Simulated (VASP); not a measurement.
Wanted: the native input for a VASP 6.6.1 run.

| Quantity | Value |
| --- | --- |
| Task | dielectric tensor |
| Functional | PBE |
| Potentials or basis | VASP PAW PBE potentials, release 64 (Mg, Si) |
| Cutoff | 600 eV |
| k mesh | 12 × 12 × 12 |
| Occupations | gaussian, width 0.03 eV |
| Spin | no spin polarisation |
| Monkhorst-Pack mesh | yes |
| Further INCAR settings | ALGO = Normal; EDIFF = 1e-08 |

The structure of Mg2Si lies in POSCAR:

```
Mg2Si                                   
1.0
   -0.0000000000      3.1799636770      3.1799636770
    3.1799636770     -0.0000000000      3.1799636770
    3.1799636770      3.1799636770      0.0000000000
  Mg              Si            
     2     1
Direct
     0.2500000000000000    0.2500000000000000    0.2500000000000000
     0.7500000000000000    0.7500000000000000    0.7500000000000000
     1.0000000000000000    0.0000000000000000    0.0000000000000000
```

The input as run:

INCAR

```
SYSTEM = Mg2Si
PREC = Accurate
ENCUT = 600
EDIFF = 1E-8
ISMEAR = 0
SIGMA = 0.03
LREAL = .FALSE.
LASPH = .TRUE.
NELM = 80
ALGO = Normal
ISIF = 2
LWAVE = .FALSE.
LCHARG = .FALSE.
GGA = PE
LEPSILON = .TRUE.
KPAR = 2
```

KPOINTS

```
regular mesh
0
Monkhorst
  12 12 12
  0 0 0
```

Potentials or basis: VASP PAW PBE potentials, release 64 (Mg, Si).

Command:

```console
$ cat potpaw_PBE.64/Mg/POTCAR potpaw_PBE.64/Si/POTCAR > POTCAR
$ mpirun -np 2 vasp_std > vasp.out
```

It gave:

| Item | Value |
| --- | --- |
| Electronic dielectric tensor (diagonal) | 15.33 |
| Born charges (mean of the diagonal) | Mg +1.85; Si -3.70 e |

It took 8.8 min on 2 MPI ranks on AMD EPYC 9R45 (Zen 5), with other jobs on the host, peak memory 0.84 GiB a rank.
